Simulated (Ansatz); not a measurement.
Method: Ansatz 0.2.0, DFT PBE, scalar-relativistic, plane waves, PAW. All cells share a 420 eV cutoff and Γ-centred k meshes spaced at most about 0.3 Å⁻¹ (about 0.25 or finer for metals, 2π included). No spin polarisation in the final relaxations.

All energies are static (0 K, no zero-point motion).

Compare these two cells of InGa2P3, each relaxed at this level.

A.

```cif
data_structure
_symmetry_space_group_name_H-M 'P-3m1'
_symmetry_Int_Tables_number 164
_cell_length_a 3.7541
_cell_length_b 3.7541
_cell_length_c 9.0949
_cell_angle_alpha 90.000
_cell_angle_beta 90.000
_cell_angle_gamma 120.000
_cell_volume 111.01
loop_
_atom_site_label
_atom_site_type_symbol
_atom_site_symmetry_multiplicity
_atom_site_Wyckoff_symbol
_atom_site_fract_x
_atom_site_fract_y
_atom_site_fract_z
_atom_site_occupancy
In1 In 1 a 0.00000 0.00000 0.00000 1
Ga1 Ga 2 d 0.33333 0.66667 0.66041 1
P1 P 1 b 0.00000 0.00000 0.50000 1
P2 P 2 d 0.33333 0.66667 0.18700 1
```

B.

```cif
data_structure
_symmetry_space_group_name_H-M 'I4/mmm'
_symmetry_Int_Tables_number 139
_cell_length_a 3.7583
_cell_length_b 3.7583
_cell_length_c 15.8424
_cell_angle_alpha 90.000
_cell_angle_beta 90.000
_cell_angle_gamma 90.000
_cell_volume 223.77
loop_
_atom_site_label
_atom_site_type_symbol
_atom_site_symmetry_multiplicity
_atom_site_Wyckoff_symbol
_atom_site_fract_x
_atom_site_fract_y
_atom_site_fract_z
_atom_site_occupancy
In1 In 2 a 0.00000 0.00000 0.00000 1
Ga1 Ga 4 e 0.50000 0.50000 0.16761 1
P1 P 4 e 0.00000 0.00000 0.17218 1
P2 P 2 b 0.50000 0.50000 0.00000 1
```

**Question.** Which form is favoured at zero pressure, and by what margin per atom?

**Answer.** A is lower, by 23 meV/atom. A has In and Ga ordered on rock salt sites, space group P-3m1 (No. 164), 18.5 Å³/atom and no gap on its mesh; B has In and Ga ordered on rock salt sites, space group I4/mmm (No. 139), 18.6 Å³/atom and no gap. In A, around In lie 6 P at 2.76 Å; around Ga lie 6 P at 2.57–2.61 Å; around P on a site of symmetry -3m lie 6 Ga at 2.61 Å; 1 more site not described. In B, In has 6 P at 2.66–2.73 Å; around Ga lie 6 P at 2.54–2.66 Å; P on a site of symmetry 4mm has 5 Ga at 2.54–2.66 Å and 1 In at 2.73 Å; 1 more site not described. Both come from invented guesses. A third cell relaxed alike, in P3m1, lies 0.34 eV/atom below the lower of the two.

Cells relaxed within their symmetry can be saddle points.

A's advantage over B probably comes from how each ordering accommodates the size mismatch between In and Ga. In B, the square layers share one in-plane lattice parameter, which holds four In–P and four Ga–P contacts at the same length, about 2.66 Å, squeezing In and stretching Ga. Stacking the cations along the threefold axis in A relieves this conflict: all six In–P bonds extend to 2.76 Å, while the Ga–P bonds stay at 2.57–2.61 Å.

The preference for A is only a ranking of two rock salt orderings, since the P3m1 cell lies far below both. That cell is probably a tetrahedral arrangement, as GaP and InP are zinc blende semiconductors at ambient pressure, where four electron pairs per formula unit fill directional sp³ bonds. Sixfold coordination spreads the same electrons over more, longer contacts, consistent with the missing gap, and is normally reached only under compression. The energies therefore support neither A nor B as the ground state, and the pressure at which A might overtake the P3m1 cell remains undetermined.
